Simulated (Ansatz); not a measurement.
# CuI: the band gap up the ladder of functionals

The task here is to estimate one member of a computed series from the others.

The runs shown are made with Ansatz 0.2.0. PAW datasets, plane waves. The values are computed, spin-unpolarised, and not measurements.

## The system as given

The cell was relaxed beforehand with r2SCAN.

The symmetry is F-43m (No. 216, cubic); a = 6.024 Å in the conventional setting, 27.33 Å³ an atom. Around Cu lie 4 I at 2.61 Å; around I lie 4 Cu at 2.61 Å.

The structure in full:

```cif
data_structure
_symmetry_space_group_name_H-M 'F-43m'
_symmetry_Int_Tables_number 216
_cell_length_a 6.0241
_cell_length_b 6.0241
_cell_length_c 6.0241
_cell_angle_alpha 90.000
_cell_angle_beta 90.000
_cell_angle_gamma 90.000
_cell_volume 218.61
loop_
_atom_site_label
_atom_site_type_symbol
_atom_site_symmetry_multiplicity
_atom_site_Wyckoff_symbol
_atom_site_fract_x
_atom_site_fract_y
_atom_site_fract_z
_atom_site_occupancy
Cu1 Cu 4 a 0.00000 0.00000 0.00000 1
I1 I 4 d 0.25000 0.25000 0.75000 1
```

The first run:

input.yaml

```yaml
crystal:
  lattice:
    - [0.0, 3.0120290779, 3.0120290779]
    - [3.0120290779, 0.0, 3.0120290779]
    - [3.0120290779, 3.0120290779, 0.0]
  atoms:
    - { symbol: Cu, position: [0.0, 0.0, 0.0] }
    - { symbol: I, position: [0.25, 0.25, 0.25] }
kpoints:
  mp_grid: { grid: [8, 8, 8] }
  band_path:
    path:
      - [[0.0, 0.0, 0.0], [-0.5, -0.5, -5.582525026793e-34], [-0.375, -0.375, 0.25]]
      - [[-0.375, 2.788121095889e-17, 0.375], [0.0, 0.0, 0.0], [8.46875483193e-19, 8.46875483193e-19, 0.5], [-0.5, -0.25, 0.25], [-0.5, -0.5, -5.582525026793e-34]]
    npoints: 10
hamiltonian:
  xc: pbe
scf:
  occupations: { method: fermi_dirac, width: 0.02 }
  n_extra_bands: 4
output:
  forces: true
  stress: true
  eigenvalues: true
```

Command:

```console
$ ansatz run input.yaml --threads 2 --pin off --max-ram 2211MiB --backend cpu --events-out ev --progress --plain --runs-dir out
```

Steps of the session up to this table: Band structure with PBE; Single point with r2SCAN; HSE06 at the same geometry; PBE+SOC at the same geometry; PBE0.

One table of the session follows, with a row left open; its other results are not shown here.

```
  level  gap (eV)
    PBE         ?
 r2SCAN      1.67
  HSE06      2.67
PBE+SOC      1.01
   PBE0      3.33
```

Q: Estimate the row for PBE from the others.

**Answer.** gap (eV): 1.17. In the column «gap (eV)» it lies between PBE+SOC (1.01) and r2SCAN (1.67).

Meshes: PBE 8×8×8, r2SCAN 8×8×8, HSE06 6×6×6, PBE+SOC 8×8×8, PBE0 6×6×6

In words: PBE+SOC gives the least gap, 1.01 eV, and PBE0 the largest, 3.33 eV. Against HSE06, PBE is short by 1.50 eV, at 44 % of it, and r2SCAN 62 %. PBE0 lies 0.66 eV above HSE06, which differs from it by screening the long-range exchange.

Caveats from the session: Warnings in the runs' records: stress exchange threshold loose, stress scf threshold loose.
